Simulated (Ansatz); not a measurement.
# ZnS (Wurtzite-6H) (P6_3mc) in Ansatz: band structure with r2SCAN

Aim: the band structure of ZnS (Wurtzite-6H) with r2SCAN.

Program: Ansatz 0.2.0. These are calculated values, not measurements. Logs are shortened: lines on timing, memory, paths and dates and some standing lists are left out, and cuts for length are marked.

**Measured values to compare with.**

From a printed reference work, monograph, for a bulk crystal of ZnS at 4 K: band gap 3.911 eV (direct).

The runs below are set against these values where they give the same quantity.

## (1) The crystal as given

Symmetry: P6_3mc, No. 186, hexagonal system. The conventional cell has a = 3.812 Å, b = 3.812 Å, c = 18.690 Å, α = 90.00°, β = 90.00°, γ = 120.00°. Zn (site symmetry 3m) is surrounded by 4 S at 2.33 to 2.34 Å. Zn (site symmetry 3m) has 4 S at 2.33 to 2.34 Å as nearest neighbours. Around Zn (site symmetry 3m) lie 4 S at 2.33 to 2.34 Å. S (site symmetry 3m) has 4 Zn at 2.33 to 2.34 Å as nearest neighbours. S (site symmetry 3m) is surrounded by 4 Zn at 2.33 to 2.34 Å. Around S (site symmetry 3m) lie 4 Zn at 2.33 to 2.34 Å.

## (2) Band structure, r2SCAN

Contents of input.yaml:

```yaml
crystal:
  lattice:
    - [3.812, 0.0, 0.0]
    - [-1.906, 3.3012888392, 0.0]
    - [0.0, 0.0, 18.68999]
  atoms:
    - { symbol: Zn, position: [0.3333333333, 0.6666666667, 0.83333] }
    - { symbol: Zn, position: [0.6666666667, 0.3333333333, 0.33333] }
    - { symbol: Zn, position: [0.6666666667, 0.3333333333, 0.66667] }
    - { symbol: Zn, position: [0.3333333333, 0.6666666667, 0.16667] }
    - { symbol: Zn, position: [0.0, 0.0, 0.5] }
    - { symbol: Zn, position: [0.0, 0.0, 0.0] }
    - { symbol: S, position: [0.3333333333, 0.6666666667, 0.95833] }
    - { symbol: S, position: [0.6666666667, 0.3333333333, 0.45833] }
    - { symbol: S, position: [0.6666666667, 0.3333333333, 0.79167] }
    - { symbol: S, position: [0.3333333333, 0.6666666667, 0.29167] }
    - { symbol: S, position: [0.0, 0.0, 0.625] }
    - { symbol: S, position: [0.0, 0.0, 0.125] }
hamiltonian:
  xc: r2scan
  pseudopotentials: { kind: paw }
kpoints:
  mp_grid: { grid: [8, 8, 2] }
  band_path:
    path:
      - [[0.0, 0.0, 0.0], [0.5, 0.0, 0.0], [0.3333333333, 0.3333333333, 0.0], [0.0, 0.0, 0.0], [0.0, 0.0, 0.5], [0.5, 0.0, 0.5], [0.3333333333, 0.3333333333, 0.5], [0.0, 0.0, 0.5]]
      - [[0.5, 0.0, 0.5], [0.5, 0.0, 0.0]]
      - [[0.3333333333, 0.3333333333, 0.0], [0.3333333333, 0.3333333333, 0.5]]
    npoints: 10
scf:
  occupations: { method: fermi_dirac, width: 0.05 }
  n_extra_bands: 30
output:
  forces: true
  stress: true
  eigenvalues: true
  fatbands: true
  write_density: true
  write_potential: true
  elf: true
  volumetric_format: npy
```

Potentials or basis: Ansatz PAW.

On the command line:

```sh
ansatz run input.yaml --threads 4 --pin off --max-ram 11264MiB --backend cpu --events-out ev --progress --plain --runs-dir out
```

Log:

```text
Warning: RAYON_NUM_THREADS=4 ignored (pool sized by the plan → 4); use --threads N
scf.n_extra_bands = 30 over 54 filled bands (N_el = 108.0): the run solves 84 bands
Engine: ansatz 0.2.0, x86_64-unknown-linux-gnu
Pseudopotentials: kind: paw
Pseudopotential: Zn, paw, valence charge 12, recommended cutoff 500 eV (meta_gga), Zn.paw.azcp
Pseudopotential: S, paw, valence charge 6, recommended cutoff 500 eV (meta_gga), S.paw.azcp
Functional definition: r2SCAN
  parameter k0 = 0.174
  parameter k1 = 0.065
  parameter a1 = 4.9479
  exchange = r2scan_x(k0 = k0, k1 = k1, a1 = a1)
  correlation = r2scan_c
Crystal: 12 atoms, lattice volume = 235.204 Å³
Basis set: ecut = 500 eV, 5895 PW (Γ), exchange–correlation on 120×120×576 points (64 copies of the dense FFT grid, shifted against one another)
Bands: 84, of which v1, the nominal top of the filled ones, is band 54 counted from 1 (53 counted from 0)
Symmetry: 12 space group operations
Space group: P63mc (ITA 186), of the structure as read, at distance tolerance 6.2e-5 Å
k-points: 20 of 128
Non-local potential: Zn, projectors of the file, l = 0: 2, l = 1: 2, l = 2: 3, l = 3: 1
Non-local potential: S, projectors of the file, l = 0: 2, l = 1: 2, l = 2: 2
PAW form: soft (Blöchl's): semilocal exchange-correlation on the pseudo side does not see the compensation charge
PAW frozen core: Zn, regenerated for the run's functional (the file was generated under x = pbe(κ = 0.804, μ = 0.2195149727645171), c = pbe(β = 0.06672455060314922))
PAW frozen core: S, regenerated for the run's functional (the file was generated under x = pbe(κ = 0.804, μ = 0.2195149727645171), c = pbe(β = 0.06672455060314922))
PAW one-centre angular grid: Zn, 590 points (default); XC on 261 of its mesh's 2673 points in the sphere
PAW one-centre angular grid: S, 302 points (default); XC on 160 Gauss nodes
Initial density: superposition of atomic densities (neutral atoms: chi_scale 0, normalization atom), corrected by the library's trained network
Initial wavefunctions: pseudopotential atomic-orbital guess
Functional: x = r2scan, c = r2scan; τ floored in thin density (d = 2e-4 eV/Å³)
SCF iter   1: F=—  HF=-25400.706187 eV  |F-HF|=—  |Δ(HF+E_count)|=         —  Δρ=1.55e-2  dr2=2.81e-1  dr2_τ=3.95e-2  ethr=1.77e-3  ⟨swp⟩=7.5  Hψ=8445  notcnv=0  defer=159
preconditioner: auto → Resta (q_TF=auto, 2.396 Å⁻¹)  ε∞=4.3  [insulator: Δε(μ)=2.706 eV  Ē_g=13.951 eV  σ=0.050 eV  W_gap=1.00  n_scr=68 (ndim 8)  ℏωp=25.2 eV  f_vac=0.031  D(μ)=0.00/eV (n_scr^D=0)  ε∞_Penn≈4.3]
SCF iter   2: F=—  HF=-25400.703984 eV  |F-HF|=—  |Δ(HF+E_count)|=   2.20e-3  Δρ=2.36e-3  dr2=8.66e-3  dr2_τ=1.65e-3  ethr=2.60e-4  ⟨swp⟩=2.5  Hψ=3077  notcnv=0  defer=455
SCF iter   3: F=—  HF=-25400.693321 eV  |F-HF|=—  |Δ(HF+E_count)|=   1.07e-2  Δρ=3.20e-3  dr2=1.11e-2  dr2_τ=8.31e-5  ethr=8.02e-6  ⟨swp⟩=2.0  Hψ=2332  notcnv=0  defer=455
SCF iter   4: F=—  HF=-25400.692662 eV  |F-HF|=—  |Δ(HF+E_count)|=   6.59e-4  Δρ=5.82e-4  dr2=4.40e-4  dr2_τ=2.29e-5  ethr=8.02e-6  ⟨swp⟩=2.0  Hψ=2134  notcnv=0  defer=455
SCF iter   5: F=—  HF=-25400.692733 eV  |F-HF|=—  |Δ(HF+E_count)|=   7.03e-5  Δρ=1.35e-4  dr2=3.63e-5  dr2_τ=1.04e-6  ethr=4.08e-7  ⟨swp⟩=2.5  Hψ=2330  notcnv=0  defer=455
SCF iter   6: F=—  HF=-25400.692614 eV  |F-HF|=—  |Δ(HF+E_count)|=   1.19e-4  Δρ=4.14e-5  dr2=2.63e-6  dr2_τ=1.44e-8  ethr=3.36e-8  ⟨swp⟩=2.1  Hψ=2307  notcnv=0  defer=455
SCF iter   7: F=—  HF=-25400.692615 eV  |F-HF|=—  |Δ(HF+E_count)|=   1.21e-6  Δρ=2.54e-5  dr2=9.03e-7  dr2_τ=8.07e-9  ethr=2.44e-9  ⟨swp⟩=2.0  Hψ=2185  notcnv=0  defer=455
SCF iter   8: F=-25400.692615 eV  HF=-25400.692615 eV  |F-HF|=2.27e-8  |Δ(HF+E_count)|=   5.86e-7  Δρ=5.80e-6  dr2=6.14e-8  dr2_τ=1.28e-9  ethr=9.26e-11  ⟨swp⟩=14.6  Hψ=14309  notcnv=0
SCF 1 converged in 8 iterations: F = -25400.692615 eV  dr2 = 6.14e-8
NSCF: frozen V_eff on 93 k-points
SCF converged after 8 iterations
Free energy (F): -25400.692615 eV
Harris-Foulkes:  -25400.692615 eV  (|F-HF|=2.27e-8)
Internal energy: -25400.692615 eV  (E = F + TS)
E sigma→0 (E₀):  -25400.692615 eV
Fermi energy:    6.997265 eV
--- Per-component energies (eV) ---
  E_band       = -8.556689
  E_kinetic    = 1425.155357
  E_local      = -12260.505648  (includes V_loc(G=0)·N_el)
  E_nonlocal   = 3879.750487
  E_hartree    = 5144.292374
  E_xc         = -1294.647110
  E_vxc        = -889.246277  (∫ρ·V_xc dr)
  E_paw        = -14759.608589  (= ΣΔE_a)
  E_vpaw       = -2496.294657  (= ΣTr[D̂ρ^β])
  E_aug_tail   = -0.000416  (compensation charges beyond the density's cutoff)
  E_vtau       = 43.994970  (kinetic-family band-sum trace: ∫τ·v_τ [+ j·A + Jᵃ·Aᵃ] dr)
  E_ewald      = -7533.374756
  E_core_change = -1.754313  (= ΣΔE_core)
  E_smearing   = -0.000000  (= −TS)
  E_closure    = -0.000000  (closes the sum)
  Σ components = -25400.692615   (vs F -25400.692615, Δ=0.00e0)
--- Forces (eV/Å), atoms counted from 1 ---
  atom   1  Zn    -0.00000000    -0.00000000     0.00191380
  atom   2  Zn     0.00000000     0.00000000     0.00191380
  atom   3  Zn    -0.00000000    -0.00000000     0.01226370
  atom   4  Zn    -0.00000000     0.00000000     0.01226370
  atom   5  Zn    -0.00000000     0.00000000    -0.00201635
  atom   6  Zn    -0.00000000    -0.00000000    -0.00201635
  atom   7  S      0.00000000     0.00000000    -0.03099417
  atom   8  S      0.00000000    -0.00000000    -0.03099417
  atom   9  S      0.00000000     0.00000000    -0.00518992
  atom  10  S      0.00000000    -0.00000000    -0.00518992
  atom  11  S      0.00000000     0.00000000     0.02399248
  atom  12  S      0.00000000    -0.00000000     0.02399248
  max |Σ_I F_I| component: 6.09e-5 eV/Å
--- Stress (GPa, compression-positive) ---
       -0.135886       0.000000       0.000000
        0.000000      -0.135886      -0.000000
        0.000000       0.000000      -0.081489
  P = ⅓ Tr σ = -0.1178 GPa (-1.178 kbar)
--- Band table (eV; the first three rows and the last of 20) ---
  k-point 0: bands = ["-8.1328", "-7.9265", "-7.9176", "-7.4500", "-7.4411", "-7.1707", "-0.9247", "-0.9241", "-0.9216", "-0.9216", "-0.9125", "-0.9003", "-0.9003", "-0.8805", "-0.8805", "-0.8403", "-0.8403", "-0.8257", "-0.8257", "-0.8076", "-0.8076", "-0.7580", "-0.7505", "-0.3977", "-0.3977", "-0.3942", "-0.3942", "-0.3790", "-0.3790", "-0.3738", "-0.3738", "-0.3548", "-0.3548", "-0.3451", "-0.3451", "-0.1778", "0.1542", "1.6253", "1.6343", "3.9031", "3.9206", "4.6911", "4.6911", "4.8906", "4.8906", "4.9036", "4.9036", "5.3411", "5.3411", "5.3522", "5.3522", "5.5741", "5.5981", "5.5981", "8.3210", "9.3204", "9.3787", "9.4471", "9.5052", "9.6164", "12.3773", "12.4122", "12.4122", "12.4625", "12.5230", "12.6377", "12.6377", "12.8769", "12.8769", "12.9328", "12.9328", "13.2062", "13.2062", "13.3934", "13.3934", "13.9280", "14.0688", "15.1843", "16.5787", "16.5787", "16.9358", "16.9358", "17.6584", "17.6584"]
  k-point 1: bands = ["-8.0778", "-8.0778", "-7.6942", "-7.6942", "-7.2473", "-7.2473", "-0.9259", "-0.9259", "-0.9140", "-0.9140", "-0.9140", "-0.9140", "-0.8755", "-0.8755", "-0.8603", "-0.8603", "-0.8603", "-0.8603", "-0.8136", "-0.8136", "-0.8136", "-0.8136", "-0.5003", "-0.5003", "-0.3958", "-0.3958", "-0.3958", "-0.3958", "-0.3772", "-0.3772", "-0.3772", "-0.3772", "-0.3492", "-0.3492", "-0.3492", "-0.3492", "0.7128", "0.7128", "2.7281", "2.7281", "4.7453", "4.7453", "4.7453", "4.7453", "5.0158", "5.0158", "5.1146", "5.1146", "5.1146", "5.1146", "5.5285", "5.5285", "5.5285", "5.5285", "8.7717", "8.7717", "9.3753", "9.3753", "9.6621", "9.6621", "12.4150", "12.4150", "12.4994", "12.4994", "12.4994", "12.4994", "12.9355", "12.9355", "12.9355", "12.9355", "13.0139", "13.0139", "13.2922", "13.2922", "13.2922", "13.2922", "14.8545", "14.8545", "16.8120", "16.8120", "16.8120", "16.8120", "17.4878", "17.4878"]
  k-point 2: bands = ["-8.0247", "-7.8271", "-7.8181", "-7.3739", "-7.3651", "-7.1112", "-0.9381", "-0.9330", "-0.9166", "-0.9033", "-0.8995", "-0.8759", "-0.8659", "-0.8564", "-0.8562", "-0.8381", "-0.8267", "-0.8107", "-0.8014", "-0.7960", "-0.7750", "-0.7373", "-0.7256", "-0.4137", "-0.4092", "-0.4060", "-0.3965", "-0.3927", "-0.3827", "-0.3808", "-0.3658", "-0.3601", "-0.3499", "-0.3423", "-0.3399", "-0.1416", "0.3176", "1.6769", "1.6846", "3.6531", "3.6790", "3.9387", "4.2254", "4.2445", "4.4392", "4.6677", "4.6764", "4.6830", "4.8396", "4.9362", "5.1765", "5.1850", "5.4412", "5.4659", "9.0759", "9.9088", "10.0261", "10.0587", "10.1165", "10.3089", "11.7168", "11.7637", "12.0837", "12.4767", "12.6494", "12.6949", "12.7354", "12.9173", "12.9795", "12.9826", "13.1762", "13.4462", "13.4468", "13.6640", "13.6760", "13.9350", "14.0807", "15.0143", "15.6423", "16.0171", "16.5398", "16.8533", "16.9322", "17.1755"]
  k-point 19: bands = ["-7.0064", "-7.0064", "-6.9424", "-6.9424", "-6.8820", "-6.8820", "-0.8369", "-0.8369", "-0.8017", "-0.8017", "-0.7457", "-0.7457", "-0.7195", "-0.7195", "-0.6826", "-0.6826", "-0.6276", "-0.6276", "-0.5149", "-0.5149", "-0.4811", "-0.4811", "-0.4361", "-0.4361", "-0.3982", "-0.3982", "-0.3751", "-0.3751", "-0.3559", "-0.3559", "-0.1624", "-0.1624", "-0.1196", "-0.1196", "-0.0473", "-0.0473", "0.6980", "0.6980", "0.9312", "0.9312", "1.0853", "1.0853", "2.2678", "2.2678", "2.6148", "2.6148", "3.0345", "3.0345", "3.4974", "3.4974", "3.8789", "3.8789", "4.1425", "4.1425", "10.4317", "10.4317", "10.7354", "10.7354", "11.2074", "11.2074", "11.9991", "11.9991", "12.2167", "12.2167", "12.6465", "12.6465", "13.3611", "13.3611", "14.1255", "14.1255", "14.6419", "14.6419", "15.0199", "15.0199", "15.7061", "15.7061", "15.9193", "15.9193", "16.8955", "16.8955", "17.4014", "17.4014", "17.5519", "17.5519"]
```

Run time: 1.9 min. Hardware: 4 threads of Intel Xeon at 2.70GHz, shared host; peak memory 2.1 GiB.

Results:

- Free energy: -25400.6926 eV
- Pressure: -0.1 GPa
- Largest force: 0.031 eV/Å
- Band gap on the k mesh: 2.72 eV, direct
- Band gap along the path: 2.72 eV, direct

Forces on the atoms (eV/Å):
```
Zn   0.000  0.000  0.002
Zn   0.000  0.000  0.002
Zn   0.000  0.000  0.012
Zn   0.000  0.000  0.012
Zn   0.000  0.000 -0.002
Zn   0.000  0.000 -0.002
S    0.000  0.000 -0.031
S    0.000  0.000 -0.031
S    0.000  0.000 -0.005
S    0.000  0.000 -0.005
S    0.000  0.000  0.024
S    0.000  0.000  0.024
```

Levels at the corners of the path, in eV from the valence-band top:
| point | band 51 | band 52 | band 53 | band 54 | band 55 | band 56 | band 57 | band 58 |
| --- | --- | --- | --- | --- | --- | --- | --- | --- |
| Γ | -0.25 | -0.02 | 0.00 | 0.00 | 2.72 | 3.72 | 3.78 | 3.85 |
| M | -1.30 | -1.30 | -1.12 | -0.90 | 3.85 | 3.94 | 4.01 | 4.30 |
| K | -1.95 | -1.59 | -1.53 | -1.53 | 4.82 | 4.82 | 4.83 | 5.80 |
| Γ | -0.25 | -0.02 | 0.00 | 0.00 | 2.72 | 3.72 | 3.78 | 3.85 |
| A | -0.07 | -0.07 | -0.07 | -0.07 | 3.17 | 3.17 | 3.78 | 3.78 |
| L | -1.24 | -1.24 | -1.01 | -1.01 | 3.77 | 3.77 | 4.26 | 4.26 |
| H | -1.75 | -1.75 | -1.60 | -1.60 | 5.04 | 5.04 | 5.18 | 5.18 |
| A | -0.07 | -0.07 | -0.07 | -0.07 | 3.17 | 3.17 | 3.78 | 3.78 |
| L | -1.24 | -1.24 | -1.01 | -1.01 | 3.77 | 3.77 | 4.26 | 4.26 |
| M | -1.30 | -1.30 | -1.12 | -0.90 | 3.85 | 3.94 | 4.01 | 4.30 |
| K | -1.95 | -1.59 | -1.53 | -1.53 | 4.82 | 4.82 | 4.83 | 5.80 |
| H | -1.75 | -1.75 | -1.60 | -1.60 | 5.04 | 5.04 | 5.18 | 5.18 |

Caveat: the cell's inner coordinates are idealised or old, which leaves forces on the atoms; the PAW data sets come from PBE, with cores solved anew for the run's functional, which leaves a small shift of forces and pressure.

## (3) How close it comes

Step 2. Measured gap of ZnS: 3.911 eV (direct; 4 K; a printed reference work, monograph). This calculation gives 2.72 eV (-1.19 eV). The value is that of r2SCAN, without temperature or zero-point motion.
